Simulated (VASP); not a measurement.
Runs of VASP 6.6.1 on GaAs. The structure is cubic, space group F-43m (No. 216). Conventional cell: a = 5.654 Å, b = 5.654 Å, c = 5.654 Å, α = 90.00°, β = 90.00°, γ = 90.00°. As (site symmetry -43m) has 4 Ga at 2.45 Å as nearest neighbours. Ga (site symmetry -43m) is surrounded by 4 As at 2.45 Å. 

```tsv
task	level	cell	k mesh	cutoff (eV)	smearing	grid for exact exchange (PRECFOCK)	exchange at q = 0	share of exact exchange	mesh quality	gap on the mesh (eV)	pressure (GPa)	relaxed volume (Å³/atom)
band structure	HSEsol	as given	4 × 4 × 4	520	fermi-dirac 0.05 eV	Fast	-	-	coarse	(a)	-0.9	-
single point	PBE	as given	8 × 8 × 8	520	gaussian 0.015 eV	-	-	-	not flagged	0.52	3.5	-
single point	PBE	as given	8 × 8 × 8	520	gaussian 0.024 eV	-	-	-	not flagged	0.52	3.4	-
relaxation of cell and atoms	PBEsol0	relaxed	4 × 4 × 4	600	fermi-dirac 0.05 eV	Normal	truncated	-	coarse	2.21	0.0	22.23
relaxation of cell and atoms	PBE-EpsX	relaxed	4 × 4 × 4	600	fermi-dirac 0.05 eV	Fast	truncated	0.0348	coarse	(b)	0.1	23.69
```

Alike in all rows: potentials or basis VASP PAW PBE potentials, release 64 (As, Ga_d); no spin polarisation.

Question: Estimate the missing entries.

Answer: (a) 1.39; (b) 0.36.

Caveats: some runs use coarse meshes; the PAW data sets were made with another functional, which shifts forces and pressure a little (some runs).

A k mesh can miss the band edges, and the runs leave out spin-orbit coupling on As, Ga.
